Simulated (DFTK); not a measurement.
# SrO (Fm-3m) in DFTK: reference runs

How does SrO come out in PBEsol? The cell is run as given.

Everything below comes from runs of DFTK 0.8.2. Logs are shortened: lines on timing, memory, paths and dates and some standing lists are left out, and cuts for length are marked.

## 1. The crystal as given

It takes space group Fm-3m (No. 225, cubic). The conventional cell has a = 5.133 Å, b = 5.133 Å, c = 5.133 Å, α = 90.00°, β = 90.00°, γ = 90.00°. Sr (site symmetry m-3m) has 6 O at 2.57 Å as nearest neighbours. O (site symmetry m-3m) is surrounded by 6 Sr at 2.57 Å.

## 2. Single point, PBEsol

run.jl reads:

```julia
using DFTK
using PseudoPotentialData
using Unitful, UnitfulAtomic
using LinearAlgebra, Printf
include("save.jl")
disable_threading()

# lattice vectors are the columns
lattice = austrip(1u"Å") * [           0.0         2.5663         2.5663;
                   2.5663            0.0         2.5663;
                   2.5663         2.5663            0.0]
symbols   = [:Sr, :O]
positions = [[0.5, 0.5, 0.5],
             [0.0, 0.0, 0.0]]
pseudopotentials = PseudoFamily("dojo.nc.sr.pbesol.v0_4_1.standard.upf")
elements = Dict(s => ElementPsp(s, pseudopotentials) for s in unique(symbols))
atoms    = [elements[s] for s in symbols]

build_model(lattice, positions; symmetries=true) =
    model_DFT(lattice, atoms, positions;
              functionals=PBEsol(),
              temperature=austrip(0.05u"eV"),
              smearing=Smearing.FermiDirac(),
              symmetries)
Ecut  = 42.0  # hartree
kgrid = [9, 9, 9]
tol   = 1e-6
to_GPa = ustrip(uconvert(u"GPa", 1u"hartree/bohr^3"))

model = build_model(lattice, positions)
basis = PlaneWaveBasis(model; Ecut, kgrid)
display(basis)
scfres = self_consistent_field(basis;
                               tol,
                               nbandsalg=AdaptiveBands(model; n_bands_converge=13))
display(scfres.energies)
@printf "Fermi level: %.6f eV\n" ustrip(auconvert(u"eV", something(scfres.εF, NaN)))
forces = compute_forces_cart(scfres)
println("Forces (eV/Å)")
for (s, f) in zip(symbols, forces)
    @printf "%-3s %12.6f %12.6f %12.6f\n" s ustrip.(auconvert.(u"eV/Å", f))...
end
stress = compute_stresses_cart(scfres)
println("Stress (GPa)")
display(round.(stress * to_GPa; digits=4))
println("Levels at the first k-point (eV): ", round.(ustrip.(auconvert.(u"eV", scfres.eigenvalues[1][1:scfres.n_bands_converge])); digits=4))
save_scf!(scfres; forces, stress)
```

Potentials or basis: dojo.nc.sr.pbesol.v0_4_1.standard.upf (PBEsol).

On the command line:

```sh
> julia --threads=1 run.jl  # save.jl only writes the numbers to a file and isn't shown; printed stress counts tension as positive; times include loading and compiling
```

Log:

```text
PlaneWaveBasis discretization:

    Ecut                 : 42.0 Ha
    fft_size             : (45, 45, 45), 91125 total points
    kgrid                : MonkhorstPack([9, 9, 9])
    num.   red. kpoints  : 729
    num. irred. kpoints  : 35

    Discretized Model(gga_x_pbe_sol+gga_c_pbe_sol, 3D):
        lattice (in Bohr)    : [0         , 4.8496    , 4.8496    ]
                               [4.8496    , 0         , 4.8496    ]
                               [4.8496    , 4.8496    , 0         ]
        unit cell volume     : 228.11 Bohr³

        atoms                : OSr
        pseudopot. family    : PseudoFamily("dojo.nc.sr.pbesol.v0_4_1.standard.upf")

        num. electrons       : 16
        spin polarization    : none
        temperature          : 0.0018375 Ha
        smearing             : DFTK.Smearing.FermiDirac()

        terms                : Kinetic()
                               AtomicLocal()
                               AtomicNonlocal()
                               Ewald(nothing)
                               PspCorrection()
                               Hartree()
                               Xc(gga_x_pbe_sol, gga_c_pbe_sol)
                               Entropy()
n     Energy            log10(ΔE)   log10(Δρ)   Diag   Δtime
---   ---------------   ---------   ---------   ----   ------
  1   -50.70608285379                   -0.64    4.5    5.26s
  2   -50.79557371182       -1.05       -0.98    2.3    3.17s
  3   -50.80799224263       -1.91       -1.34    2.3    3.09s
  4   -50.80975457596       -2.75       -2.08    2.0    2.88s
  5   -50.80979863984       -4.36       -2.46    1.9    2.54s
  6   -50.80979902653       -6.41       -2.81    1.9    2.68s
  7   -50.80980114065       -5.67       -3.84    1.4    2.04s
  8   -50.80980116701       -7.58       -3.74    3.1    3.38s
  9   -50.80980119780       -7.51       -4.58    1.5    2.57s
 10   -50.80980119823       -9.37       -5.15    2.4    2.90s
 11   -50.80980119825      -10.79       -5.54    2.1    2.83s
 12   -50.80980119825      -11.13       -6.04    1.7    2.66s
Energy breakdown (in Ha):
    Kinetic             20.2370587
    AtomicLocal         -31.7887445
    AtomicNonlocal      2.5965637
    Ewald               -38.8850906
    PspCorrection       1.3111863
    Hartree             8.2322243
    Xc                  -12.5129991
    Entropy             -0.0000000

    total               -50.809801198253
Fermi level: 7.322495 eV
Forces (eV/Å)
Sr      0.000000     0.000000    -0.000000
O       0.000000     0.000000     0.000000
Stress (GPa)
3×3 StaticArraysCore.SMatrix{3, 3, Float64, 9} with indices SOneTo(3)×SOneTo(3):
 0.7534   0.0     0.0
 0.0      0.7534  0.0
 0.0     -0.0     0.7534
Levels at the first k-point (eV): [-26.469, -9.2497, -8.1117, -8.1117, -8.1117, 5.6893, 5.6893, 5.6893, 9.5884, 11.9203, 11.9203, 11.9203, 14.1313]
```

Run time: 80 s. Hardware: 1 thread of AMD EPYC 9R45 (Zen 5), shared host; peak memory 1.7 GiB.

What came out:

- Free energy: -1382.6051 eV
- Pressure: -0.8 GPa
- Band gap on the k mesh: 3.27 eV, indirect (least direct gap 3.35 eV)

Caveat: an odd mesh through Γ misses points on the zone boundary, where band edges often lie.
